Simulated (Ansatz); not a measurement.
# Stack of 1T-SbSBr under In2Se2, shifted by two thirds of the diagonal in a perpendicular field, part 2 of 2

Aim: how the stack of 1T-SbSBr under In2Se2, shifted by two thirds of the diagonal screens a field along its normal, and what the field does to its bands. A positive field points along +c.

Ansatz 0.2.0; plane-wave DFT, PBE-D3(BJ), Ansatz PAW (the session's first sound run).

So far, gap along the path (eV): step 3 (atoms held, field 0, PBE D3(BJ)) 0.933; step 6 (field 0.15 V/Å, PBE D3(BJ)) 0.831; step 7 (field 0.25 V/Å, PBE D3(BJ)) 0.762; step 8 (field -0.25 V/Å, PBE D3(BJ)) 1.08; step 10 (PBE spin-orbit, other threshold) 0.809.

## Step 11: With spin-orbit coupling, field -0.2 V/Å

The same in a field along the normal.

input.yaml

```yaml
crystal:
  lattice:
    - [3.9951131975, 0.0, 0.0]
    - [-1.9975565987, 3.45986952, 0.0]
    - [0.0, 0.0, 29.5240169852]
  atoms:
    - { symbol: Br, position: [0.6666666667, 0.3333333333, 0.3048365676] }
    - { symbol: Sb, position: [0.0, 0.0, 0.3697190469] }
    - { symbol: S, position: [0.3333333333, 0.6666666667, 0.4158934825] }
    - { symbol: Se, position: [0.0, 0.0, 0.5119430447] }
    - { symbol: In, position: [0.6666666667, 0.3333333333, 0.5561649857] }
    - { symbol: In, position: [0.6666666667, 0.3333333333, 0.6507239149] }
    - { symbol: Se, position: [0.0, 0.0, 0.6951634324] }
kpoints:
  mp_grid: { grid: [12, 12, 1] }
  band_path: { path: [[0, 0, 0], [0.12, 0, 0]], npoints: 24 }
hamiltonian:
  xc: pbe
  pseudopotentials: { kind: paw_fr }
magnetization:
  noncollinear: true
  spin_orbit: true
scf:
  occupations: { method: fermi_dirac, width: 0.05 }
  convergence: { dr2_threshold: 1.0e-09 }
efield:
  axis: 3
  dipole_correction: true
  ramp_position: 0.97
  ramp_width: 0.06
  amplitude: -0.2
output:
  write_potential: true
  write_density: true
  volumetric_format: npy
```

Started as:

```sh
$ ansatz run input.yaml --threads 4 --pin off --max-ram 6144MiB --backend cpu --events-out ev --progress --plain --runs-dir out
```

It took 5.5 min on 4 threads of Arm Neoverse N1, shared host; peak memory 3.9 GiB.

Numbers from this step:

| Item | Value |
| --- | --- |
| dipole along the normal | -0.1788 e·Å |
| gap along the path | 0.9230 eV |
| smallest direct gap along the path | 0.9625 eV |
| gap, the smaller of path and mesh | 0.9230 eV |

The dipole is -0.179 e·Å, and the gap 0.923 eV.

## Step 12: Spin splitting near the zone centre

This step: plane-wave DFT, PBE, fully relativistic PAW with spin-orbit coupling; spin splitting near the zone centre (Ansatz 0.2.0).

Levels that meet at the zone centre are followed outwards; a split that grows in proportion to k gives the Rashba parameter as ΔE/2k.

This step gave:

```
largest split over 2k that stays linear in k : 1.022 eV Å
```

Groups of levels that meet at the zone centre and whose split, tested at two k, grows in proportion to k or stays under 1 meV; groups that fail this test are left out. Spin splitting, by row:

| level at the first point (eV from the Fermi level) | states | split at k = 0.027 1/A (eV) | split over 2k (eV Å) |
| --- | --- | --- | --- |
| -2.274 | 2 | 0.0172 | 0.3157 |
| -1.731 | 2 | 0.0246 | 0.4515 |
| -1.391 | 2 | 0.0557 | 1.022 |
| -0.573 | 2 | 0.0277 | 0.5084 |
| 0.4274 | 2 | 0.041 | 0.7526 |
| 1.53 | 2 | 0.0163 | 0.2992 |
| 1.921 | 2 | 0 | 0 |
| 2.058 | 2 | 0.003 | 0.05507 |

## Step 13: The same run with other settings

This step: plane-wave DFT, PBE-D3(BJ), Ansatz PAW (Ansatz 0.2.0).

An input spoilt on purpose, to show how the run answers: it repeats the earlier run at 0.03 V/Å with efield.amplitude from 0.03 to 1.5, and scf.max_iter set to 100.

input.yaml, the sections that differ from step 11:

```yaml
kpoints:
  mp_grid: { grid: [12, 12, 1] }
  band_path:
    path: [[0, 0, 0], [0.5, 0, 0], [0.33333333, 0.33333333, 0], [0, 0, 0]]
    npoints: 16
hamiltonian:
  xc: pbe
  dispersion: d3bj
scf:
  occupations: { method: fermi_dirac, width: 0.05 }
  convergence: { dr2_threshold: 1.0e-10 }
  max_iter: 100
efield:
  axis: 3
  dipole_correction: true
  ramp_position: 0.97
  ramp_width: 0.06
  amplitude: 1.5
# crystal, output: as in step 11
# magnetization: removed
```

The job ended after 61 s (4 threads; peak memory 1.2 GiB; 4 min of CPU time).

| quantity | this run | earlier run | difference |
| --- | --- | --- | --- |
| dipole along the normal (e·Å) | 1.469 | 0.03886 | 1.4 |
| gap along the path (eV) | 0.2310 | 0.9128 | -0.68 |
| smallest direct gap along the path (eV) | 0.2902 | 0.9353 | -0.65 |

The applied field differs between the two, so the dipoles differ in any case.

Besides the dipole, what moves beyond 0.01 in its unit (for the dipole 0.5 % and 5e-5 e·Å): gap along the path (-0.682 eV) and smallest direct gap along the path (-0.645 eV).

In so strong a field the program warns of density in the ramp of the sawtooth; these numbers are not the system's.

## Step 14: A changed input

Another changed input: it repeats the earlier run at 0.03 V/Å with scf.mixing.algorithm to msr1, scf.mixing.beta to 0.3, crystal.symmetry to detect: false and scf.occupations.method from fermi_dirac to methfessel_paxton.

input.yaml: that of step 13 with these lines changed.

```diff
@@ -13,2 +13,3 @@
     - { symbol: Se, position: [0.0, 0.0, 0.6951634324] }
+  symmetry: { detect: false }
 kpoints:
@@ -22,5 +23,5 @@
 scf:
-  occupations: { method: fermi_dirac, width: 0.05 }
+  occupations: { method: methfessel_paxton, width: 0.05 }
   convergence: { dr2_threshold: 1.0e-10 }
-  max_iter: 100
+  mixing: { algorithm: msr1, beta: 0.3 }
 efield:
@@ -30,3 +31,3 @@
   ramp_width: 0.06
-  amplitude: 1.5
+  amplitude: 0.03
 output:
```

The job ended after 2.2 min (4 threads; peak memory 1.9 GiB; 8.6 min of CPU time).

This step gave:

- gap on the k-mesh: 0.9164 eV
- dipole along the normal: 0.03887 e·Å
- gap along the path: 0.9128 eV
- smallest direct gap along the path: 0.9353 eV
- gap, the smaller of path and mesh: 0.9128 eV

The electronic bands at the labelled points (eV, zero at the Fermi level of the run, which the smearing sets inside the gap):

| point | band 40 | band 41 | band 42 | band 43 | band 44 | band 45 | band 46 | band 47 |
| --- | --- | --- | --- | --- | --- | --- | --- | --- |
| Γ | -1.16 | -1.06 | -1.06 | -0.48 | 0.46 | 1.19 | 1.64 | 1.64 |
| halfway | -1.73 | -1.59 | -1.09 | -0.83 | 1.22 | 2.09 | 2.24 | 2.36 |
| M | -2.19 | -2.02 | -1.75 | -1.60 | 1.21 | 1.59 | 1.78 | 2.75 |
| halfway | -2.46 | -2.07 | -1.66 | -1.26 | 1.91 | 1.91 | 2.14 | 2.64 |
| K | -2.49 | -2.11 | -1.83 | -1.04 | 1.77 | 2.11 | 2.71 | 2.73 |
| halfway | -2.11 | -1.98 | -0.97 | -0.85 | 1.69 | 2.16 | 2.36 | 2.56 |
| Γ | -1.16 | -1.06 | -1.06 | -0.48 | 0.46 | 1.19 | 1.64 | 1.64 |

| quantity | this run | earlier run | difference |
| --- | --- | --- | --- |
| dipole along the normal (e·Å) | 0.03887 | 0.03886 | 8.2e-6 |
| gap along the path (eV) | 0.9128 | 0.9128 | -2.6e-5 |
| smallest direct gap along the path (eV) | 0.9353 | 0.9353 | -2.8e-5 |

Nothing in the table moves by 0.01 in its unit (for the dipole 0.5 % and 5e-5 e·Å). The run took 15 SCF cycles against 16.

The path shows an indirect gap of 0.91 eV (valence top between K and Γ, conduction bottom at Γ). The least direct gap is 0.94 eV.

## Step 15: Outcome

```json
{
 "gap without field": "0.933 eV",
 "ionisation energy, upper face": "5.71 eV",
 "electron affinity, upper face": "4.78 eV",
 "step between the vacuum levels": "-0.136 eV",
 "equivalent conductor thickness, atoms held": "12.4 Å",
 "largest split over 2k that stays linear in k at -0.2 V/Å": "1.02 eV Å"
}
```

What this shows: The induced dipole equals that of a perfect conductor 12.44 Å thick, while the outer atoms lie 11.52 Å apart; an out-of-plane ε follows only once a thickness t is chosen, by 1 − 1/ε = 12.44 Å / t. The two faces differ: the vacuum level above lies 0.14 eV lower than the one below. The gap goes from 0.93 eV to 1.08 eV at -0.25 V/Å. With the field reversed the gap is 0.76 eV at 0.25 V/Å. Semilocal functionals give gaps that are too small, and excitons are not included. The field series itself is without spin-orbit coupling.

[Logs are printed without paths, hosts, clocks, repeated set-up lines and the standing remarks that a program may print on its own settings, such as how far it seeks lower states.]

[Hosts, paths, dates, database ids (printed as entryN), source tags and the programs' standing remarks are cut or masked in the printed files.]

[Maps of the electrostatic potential energy from Ansatz leave out the sawtooth potential of an applied field or a dipole correction, so their vacuum need not be flat; planar profiles and work functions include it.]
